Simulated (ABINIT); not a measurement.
Runs of ABINIT 10.8.3 (patched build) on ZrC. The structure is cubic, space group Fm-3m (No. 225). The conventional cell has a = 4.730 Å, b = 4.730 Å, c = 4.730 Å, α = 90.00°, β = 90.00°, γ = 90.00°. Zr (site symmetry m-3m) is surrounded by 6 C at 2.37 Å. Around C (site symmetry m-3m) lie 6 Zr at 2.37 Å. 

| task | level | potentials or basis | spin | k mesh | cutoff (eV) | fine-grid cutoff | dispersion computed by | mesh quality | gap on the mesh (eV) | pressure (GPa) | V0 of scaled cells (Å³/atom) | B0 (GPa) |
| --- | --- | --- | --- | --- | --- | --- | --- | --- | --- | --- | --- | --- |
| equation of state | PBE | JTH PAW PBE v2.0 | off | 10 × 10 × 10 | 408 | 816.342 eV | - | not flagged | - | - | 13.05 | 221 |
| equation of state | RPBE+D3 | JTH PAW PBE v2.0 | off | 10 × 10 × 10 | 544 | 1088.46 eV | simple-dftd3 1.7.0 | not flagged | - | - | 12.90 | 222 |
| band structure | WC | JTH PAW PBE v2.0 | SOC, no magnetisation | 10 × 10 × 10 | 544 | 1088.46 eV | - | not flagged | none | (b) | - | - |
| single point | PBE | JTH PAW PBE v2.0 | off | 6 × 6 × 6 | 544 | 1088.46 eV | - | coarse | none | -3.1 | - | - |
| band structure | PBEsol | PseudoDojo NC SR PBEsol v0.4.1 standard | off | 10 × 10 × 10 | 1116 | - | - | not flagged | none | (a) | - | - |

Alike in all rows: cell as given; smearing fermi-dirac 0.05 eV.

**Question.** Estimate the missing entries.

**Answer.** (a) -8.3; (b) -8.0.

Caveats: some runs use coarse meshes; pressures at fixed basis lie under the slope of the energies (some runs); the PAW data sets were made with another functional, which shifts forces and pressure a little (some runs).

A k mesh can miss the band edges, and rows without SOC leave out spin-orbit coupling on Zr.

A gap of «none» marks a metal or a gap under the smearing width.
